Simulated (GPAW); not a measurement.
# Zr (P6_3/mmc) in GPAW: equation of state

How stiff is Zr in PBE, and what volume does it want? The cell is scaled to several volumes.

Everything below comes from runs of GPAW 26.7.0. Logs are shortened: lines on timing, memory, paths and dates and some standing lists are left out, and cuts for length are marked. The log counts tension as positive stress, the text compression.

## 1. The structure

Symmetry: P6_3/mmc, No. 194, hexagonal system. Conventional cell: a = 3.232 Å, b = 3.232 Å, c = 5.147 Å, α = 90.00°, β = 90.00°, γ = 120.00°. Zr (site symmetry -6m2) has 12 Zr at 3.18 to 3.23 Å as nearest neighbours.

## 2. Equation of state, PBE

run.py reads:

```python
from ase.eos import EquationOfState
from ase.io import Trajectory, read
from ase.units import GPa
from gpaw import GPAW, PW

atoms = read('POSCAR')

traj = Trajectory('eos.traj', 'w')
volumes, energies = [], []
for x in [0.94, 0.96, 0.98, 1.0, 1.02, 1.04, 1.06]:
    a = atoms.copy()
    a.set_cell(atoms.cell * x**(1 / 3), scale_atoms=True)
    calc = GPAW(mode=PW(600),
                xc='PBE',
                kpts={'size': (9, 9, 5), 'gamma': True},
                occupations={'name': 'fermi-dirac', 'width': 0.05},
                nbands=24,
                convergence={'density': 1e-05, 'energy': 1e-05},
                maxiter=150,
                txt=f'eos-{x:.2f}.txt')
    a.calc = calc
    energies.append(a.get_potential_energy(force_consistent=True))
    volumes.append(a.get_volume())
    p = -a.get_stress()[:3].mean() / GPa
    calc.write(f'eos-{x:.2f}.gpw')
    traj.write(a)
    print(f'{x:.2f} {volumes[-1]:10.4f} A^3 {energies[-1]:14.6f} eV {p:9.3f} GPa', flush=True)

v0, e0, B = EquationOfState(volumes, energies, eos='birchmurnaghan').fit()
print(f'V0 = {v0:.4f} A^3, E0 = {e0:.6f} eV, B0 = {B / GPa:.2f} GPa')
```

POSCAR reads:

```
Zr
1.0
    3.2320000000      0.0000000000      0.0000000000
   -1.6160000000      2.7989941050      0.0000000000
    0.0000000000      0.0000000000      5.1470000000
Zr
2
Direct
    0.6666666667      0.3333333333      0.7500000000
    0.3333333333      0.6666666667      0.2500000000
```

Potentials or basis: GPAW PAW data sets (gpaw-data 1.2.1), pw.

The run is started by

```console
$ OMP_NUM_THREADS=1 python run.py
```

The program printed:

```text
__  _  _
 | _ |_)|_||  |
 |__||  | ||/\| - 26.7.0

Input parameters:
  mode=PW(ecut=600.0),
  convergence={'density': 1e-05, 'energy': 1e-05},
  kpts=MonkhorstPack(size=(9, 9, 5), gamma=True),
  maxiter=150,
  nbands=24,
  occupations=Occupations(name='fermi-dirac', width=0.05),
  xc=XC(name='PBE')

Diagonalizing LCAO Hamiltonian
Converting LCAO to pw mode

           Zr

        Zr

Atoms  # Å, Bohr magnetons
|   | symbol |         x |        y |        z |    initial magnetic moments |
|---|--------|-----------|----------|----------|-----------------------------|
| 0 |     Zr |  1.583011 | 0.913952 | 3.781447 | ( 0.0000,  0.0000,  0.0000) |
| 1 |     Zr | -0.000000 | 1.827904 | 1.260482 | ( 0.0000,  0.0000,  0.0000) |

Unit cell  # Å
| periodic |         x |        y |        z |  lengths |     angles |
|----------|-----------|----------|----------|----------|------------|
|      yes |  3.166022 | 0.000000 | 0.000000 | 3.166022 |  90.000000 |
|      yes | -1.583011 | 2.741856 | 0.000000 | 3.166022 |  90.000000 |
|      yes |  0.000000 | 0.000000 | 5.041930 | 5.041930 | 120.000000 |

Number of symmetries: 12
Symmetry operations  # r_c * U_cc + t_c -> r_c
|    | kind |            matrix            |
|----|------|------------------------------|
|  0 |  σ   |  1, 1, 0,  0,-1, 0,  0, 0, 1 |
|  1 |  S6  |  1, 1, 0, -1, 0, 0,  0, 0,-1 |
|  2 |  E   |  1, 0, 0,  0, 1, 0,  0, 0, 1 |
|  3 |  C2  |  1, 0, 0, -1,-1, 0,  0, 0,-1 |
|  4 |  C2  |  0, 1, 0,  1, 0, 0,  0, 0,-1 |
|  5 |  C3  |  0, 1, 0, -1,-1, 0,  0, 0, 1 |
|  6 |  S6  |  0,-1, 0,  1, 1, 0,  0, 0,-1 |
|  7 |  σ   |  0,-1, 0, -1, 0, 0,  0, 0, 1 |
|  8 |  σ   | -1, 0, 0,  1, 1, 0,  0, 0, 1 |
|  9 |  i   | -1, 0, 0,  0,-1, 0,  0, 0,-1 |
| 10 |  C3  | -1,-1, 0,  1, 0, 0,  0, 0, 1 |
| 11 |  C2  | -1,-1, 0,  0, 1, 0,  0, 0,-1 |

BZ-sampling:
  Number of BZ points: 405
  Number of IBZ points: 50

  Monkhorst-Pack size: [9, 9, 5]
  Monkhorst-Pack shift: [0, 0, 0]

K-points  # in reciprocal-cell coordinates
|     |                                coordinates |     weight |
|-----|--------------------------------------------|------------|
|   0 | (  0.00000000,   0.00000000,   0.00000000) | 0.00246914 |
|   1 | (  0.00000000,   0.00000000,   0.20000000) | 0.00493827 |
|   2 | (  0.00000000,   0.00000000,   0.40000000) | 0.00493827 |
|   3 | (  0.11111111,   0.00000000,  -0.40000000) | 0.01481481 |
|   4 | (  0.11111111,   0.00000000,  -0.20000000) | 0.01481481 |
|   5 | (  0.11111111,   0.00000000,   0.00000000) | 0.01481481 |
|   6 | (  0.11111111,   0.00000000,   0.20000000) | 0.01481481 |
|   7 | (  0.11111111,   0.00000000,   0.40000000) | 0.01481481 |
|   8 | (  0.22222222,  -0.11111111,   0.00000000) | 0.01481481 |
|   9 | (  0.22222222,  -0.11111111,   0.20000000) | 0.02962963 |
| ... |                                            |            |
|  49 | (  0.44444444,   0.44444444,   0.40000000) | 0.02962963 |

Plane wave coefficients: 1479
Cutoff: 600.0 eV

Spin-components: 1 (collinear spins)
Bands:           24
Projectors:      12
Spin-degeneracy: 2
Datatype:        complex128

Density:
  Valence electrons: 24.0
  Components: 1
  Grid points: [18 18 30]
  Charge: 0.0  # |e|

Potential:
  Grid points: [18 18 30]

species:
  Zr:
    name:    Zirconium
    Z:       40.0
    valence: 12
    core:    28
    charge:  0.0  # [|e|]
    compensation charges:
      type: gauss
      rc: 0.40  # [Å]
      lmax: 2
    cutoffs:
      filter: 2.39  # [Å]
      core: 1.59  # [Å]
    projectors
    | kind |    occ | energy [eV] | rcut [Å] |
    |------|--------|-------------|----------|
    |   4s |  2.000 |     -54.478 |    1.323 |
    |   5s |  2.000 |      -4.438 |    1.323 |
    |   4p |  6.000 |     -32.467 |    1.334 |
    |   5p |  0.000 |      -1.470 |    1.334 |
    |   4d |  2.000 |      -3.600 |    1.244 |
    |    d |        |      23.611 |    1.244 |

    Using partial waves for Zr as LCAO basis

Reference energy: -195787.142470  # eV

eigensolver:
  PPCG
  Converge bands: occupied
  niter=2

density mixing:
  MSR1-Mixer
  Pratt-step length: 0.05
  Maximum mixing coefficient: 0.75
  Old densities: 10
  SVD Regularization: 0.005
  Good broyden scale: 1.0
  Trust region scale: 1.0
  Backstep threshold: 4.0
  History deletion threshold: 6.0
  Fourier metric: weight=20.0, sigma=0.015

occupation numbers:
  Fermi-Dirac:
    width: 0.0500  # eV

poisson solver:
  ecut: 4800.0  # eV

xc functional:
[... 9 lines left out ...]
|iter     | |      energy | eigst |  dens |
|---------|-|-------------|-------|-------|
|iter:   1| |  -15.019089 | +0.26 |       |
|iter:   2| |  -14.983952 | -1.32 | -1.32 |
|iter:   3| |  -14.758850 | -1.43 | -1.35 |
|iter:   4| |  -14.763822 | -2.83 | -1.96 |
|iter:   5| |  -14.765720 | -4.01 | -2.32 |
|iter:   6| |  -14.765730 | -5.42 | -3.49 |
|iter:   7| |  -14.765726c| -6.25 | -3.74 |
|iter:   8| |  -14.765726c| -7.45c| -4.17 |
|iter:   9| |  -14.765726c| -7.62c| -4.95 |
|iter:  10| |  -14.765726c| -8.25c| -5.82c|

Converged in 10 steps
Energy contributions relative to reference atoms: (reference = -195787.142470)

Energy contributions:
  Kinetic:          12.448113
  Coulomb:         -11.935891
  Zero:              0.708343
  External:          0.000000
  Xc:              -15.977803
  Entropy:          -0.016977
  Spinorbit:         0.000000
  ----------------------------
  Free energy:     -14.774215
  Extrapolated:    -14.765726

dipole moment: (0.000000, 0.000001, 0.000001)  # |e|*Ang

Fermi level: 10.155
Eigenvalues  # (at kpt = [0.000, 0.000, 0.000])
| band index |      eig [eV] | occ [0-2] |
|------------|---------------|-----------|
|          0 |       -38.567 |     2.000 |
|        ... |               |           |
|          2 |       -17.227 |     2.000 |
|          3 |       -16.176 |     2.000 |
|          4 |       -16.176 |     2.000 |
|          5 |       -16.006 |     2.000 |
|          6 |       -16.006 |     2.000 |
|          7 |       -16.003 |     2.000 |
[... 8 lines left out ...]
|         16 |        12.389 |     0.000 |
|         17 |        12.389 |     0.000 |
|        ... |               |           |
|         23 |        24.019 |     0.000 |

No gap
No difference between direct/indirect transitions

Stress tensor  # eV/Ang^3
|         x |         y |         z |
|-----------|-----------|-----------|
| -0.038597 |  0.000000 |  0.000000 |
|  0.000000 | -0.038597 |  0.000000 |
|  0.000000 |  0.000000 | -0.047114 |

# Writing to eos-0.94.gpw (mode='')
```

Wall time 1.8 min (1 thread of Intel Xeon 6975P-C (Granite Rapids), shared host); peak memory 0.31 GiB.

Results:

- Equilibrium volume: 23.35 Å³/atom
- Bulk modulus at fixed shape and positions: 94 GPa
- Pressure derivative of the bulk modulus: 3.3

Energy against volume, from the lowest point:
```csv
volume (Å³/atom),energy (meV/atom)
21.884,29.50
22.350,13.26
22.815,3.62
23.281,0.00
23.746,1.92
24.212,8.92
24.678,20.61
```

Caveat: the cell was scaled at fixed shape and fractional positions, which overstates the stiffness of a crystal with free parameters, most of all of layers and chains.
